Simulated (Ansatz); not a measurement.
An Ansatz (a quantum-chemistry and plane-wave program) input (r2SCAN/PAW in Ansatz, no spin-orbit coupling):

Ansatz 0.2 input:
```yaml
crystal:
  lattice:
    - [3.3823695085, 0, 0]
    - [1.6911847542, 2.9292179193, 0]
    - [0, 0, 5.9069407468]
  atoms:
    - { symbol: In, position: [0.6666666667, 0.6666666667, -0.0065779469] }
    - { symbol: In, position: [0.3333333333, 0.3333333333, 0.4934220531] }
    - { symbol: N, position: [0.6666666667, 0.6666666667, 0.6317779469] }
    - { symbol: N, position: [0.3333333333, 0.3333333333, 0.1317779469] }
basis: { ecutwfc: 500, ecutrho_ratio: 4, xc_grid: 4, fft_grid_basis: typed }
kpoints: { mp_grid: { grid: [11, 11, 6] } }
hamiltonian:
  xc: r2scan
  dispersion: none
  pseudopotentials: { kind: paw }
scf: { occupations: { method: fermi_dirac, width: 0.05 }, convergence: { dr2_threshold: 0.0000000004 } }
output: { forces: true, stress: true }
checkpoint: { write: state.ck, write_every: 1000 }
```

Problem. Which symmetry and how many k-points will the program report, and about how many plane waves at Γ?

Solution. Space group P63mc (ITA 186) with 12 operations, k-points 64 of 726, and 1485 plane waves at Γ.

Problem. And the final pressure?

Solution. 9.88 GPa (compression positive).

Single points use the geometry relaxed with PBEsol. The cells carry an imposed strain or load. No phonon test of stability was made. The final runs are not spin-polarised. The cell was made from InN in the wurtzite structure (space group P6_3mc, No. 186) by this change: biaxial strain −4.37 %, plane normal [001], relaxed out of plane.
